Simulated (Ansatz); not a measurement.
# Silicon, beta-Sn type under RPBE: from relaxation to bulk modulus

What does RPBE give for silicon in the beta-Sn type structure? We relax it, solve it on a dense k-mesh, then scale the cell to 7 volumes from 88 to 112 % of the relaxed one and try a fit of the equation of state. Spin polarisation is left out. The k-meshes are 13×13×9 for the relaxation; 22×22×15 for the dense run; 15×15×10 for the volumes.

Computed with Ansatz 0.2.0 (DFT RPBE, plane waves (420 eV) with PAW, scalar-relativistic; PBE-made PAW files, unless a step says otherwise).

**1. Starting point**

It takes space group I4_1/amd (No. 141, tetragonal). The conventional cell has a = 4.870 Å, b = 4.870 Å, c = 2.659 Å, α = 90.00°, β = 90.00°, γ = 90.00°. Around Si (site symmetry -4m2) lie 6 Si at 2.52 to 2.66 Å.

Structure file:

```cif
data_structure
_symmetry_space_group_name_H-M 'P 1'
_symmetry_Int_Tables_number 1
_cell_length_a 3.6914
_cell_length_b 3.6914
_cell_length_c 3.6914
_cell_angle_alpha 97.454
_cell_angle_beta 97.454
_cell_angle_gamma 137.779
_cell_volume 31.53
loop_
_atom_site_label
_atom_site_type_symbol
_atom_site_fract_x
_atom_site_fract_y
_atom_site_fract_z
_atom_site_occupancy
Si1 Si 0.00000 0.00000 0.00000 1
Si2 Si 0.75000 0.25000 0.50000 1
```

**2. Relaxation of the cell**

File input.yaml:

```yaml
crystal:
  lattice:
    - [-2.4350158441, 2.4350158441, 1.3295186509]
    - [2.4350158441, -2.4350158441, 1.3295186509]
    - [2.4350158441, 2.4350158441, -1.3295186509]
  atoms:
    - { symbol: Si, position: [0.0, 0.0, 0.0] }
    - { symbol: Si, position: [0.75, 0.25, 0.5] }
hamiltonian:
  xc: rpbe
  pseudopotentials:
    kind: paw
    azcp:
      Si: "pseudopotentials/Si.paw.azcp"
basis:
  ecutwfc: 420
  fft_grid_basis: typed
kpoints:
  mp_grid: { grid: [13, 13, 9], shift: [0, 0, 0] }
magnetization:
  spin_polarized: false
scf:
  occupations: { method: fermi_dirac, width: 0.1 }
relax:
  max_steps: 60
  f_tol: 0.01
  cell: {}
output:
  write_density: true
  write_potential: true
  elf: true
  volumetric_format: npy
```

The runs that follow: The energy on a finer k-mesh; The cell scaled to 88 % of its volume; The cell scaled to 92 % of its volume; The cell scaled to 96 % of its volume; The cell scaled to 100 % of its volume; The cell scaled to 104 % of its volume; The cell scaled to 108 % of its volume; The cell scaled to 112 % of its volume.

Q: Predict the outcome of this session. Wanted: space group; conventional cell; volume; shortest distance; gap on the mesh; relative to diamond; highest ELF outside the cores; V₀, B₀, B₀′.

**Answer**, as computed:

| quantity | value |
| --- | --- |
| space group (spins left aside) | I4_1/amd (No. 141) |
| conventional cell | a = 4.826 Å, c = 2.673 Å (c/a = 0.554) |
| volume | 15.565 Å³/atom |
| shortest distance | 2.503 Å |
| gap on the mesh | none (levels filled in part) |
| relative to diamond | +323 meV/atom |
| highest ELF outside the cores | 0.87, 1.15 Å from the nearest atom |
| V₀, B₀, B₀′ | 15.568 Å³/atom, 105 GPa, 4.5 |

The relaxation shrank the cell by 1.3 % in volume. It lies 323 meV/atom above the element's reference form at the same level (diamond, from a run of its own). Levels at the Fermi energy are filled in part, as in a metal. B₀ comes out at 105 GPa; letting shape and positions relax at each volume could only lower it. Relaxation kept the symmetry; phonons were not checked.
